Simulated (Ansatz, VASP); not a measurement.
# Sc: VASP beside Ansatz

```
CELL_PARAMETERS angstrom
3.30880 0.00000 0.00000
-1.65440 2.86550 0.00000
0.00000 0.00000 5.26800
ATOMIC_POSITIONS crystal
Sc 0.33333 0.66667 0.25000
Sc 0.66667 0.33333 0.75000
```

Alike in both runs: task single point; functional LDA; k mesh 6 × 6 × 4; occupations gaussian, width 0.1 eV; no spin polarisation.

|  | VASP | Ansatz |
| --- | --- | --- |
| version | VASP 6.6.1 | Ansatz 0.2.0 |
| potentials or method | VASP PAW LDA potentials, release 64 (Sc_sv) | scalar-relativistic, plane waves, PAW |
| plane-wave cutoff (eV) | 520 | 420 |
| valence electrons in the cell | 22 | 22 |

|  | VASP | Ansatz | Ansatz less VASP |
| --- | --- | --- | --- |
| gap on the k mesh at the Fermi level (eV) | none | none | - |
| pressure (GPa) | -5.3 | -5.4 | -0.06 |
| largest component of the traceless stress (GPa) | 1.79 | 1.79 | -0.008 |

A gap of «none» marks a metal or a gap that the smearing closes.

Caveats: the k mesh is coarse (spacing up to 0.37 Å⁻¹), so the values aren't converged.
